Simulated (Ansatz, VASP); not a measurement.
## One calculation of Pt, two programs

```xyz
1
Lattice="0.0000 1.9846 1.9846 1.9846 0.0000 1.9846 1.9846 1.9846 0.0000" Properties=species:S:1:pos:R:3 pbc="T T T"
Pt    0.0000    0.0000    0.0000
```

Change from the starting cell: volume scaled by 1.02.

Alike in both runs: task single point; functional LDA; k mesh 16 × 16 × 16; occupations fermi-dirac, width 0.05 eV; no spin polarisation.

|  | VASP | Ansatz |
| --- | --- | --- |
| version | VASP 6.6.1 | Ansatz 0.2.0 |
| potentials or method | VASP PAW LDA potentials, release 64 (Pt), cutoff 520 eV | all-electron LAPW, scalar-relativistic |

Ansatz gave:

| Property | Result |
| --- | --- |
| pressure (GPa) | -15.2 |

Estimate VASP's values.

pressure (GPa): -14.6.

Ansatz ran all-electron here, so the differences hold the error of VASP's frozen core and of both bases.

Spin-orbit coupling is left out, which matters for the levels of Pt.
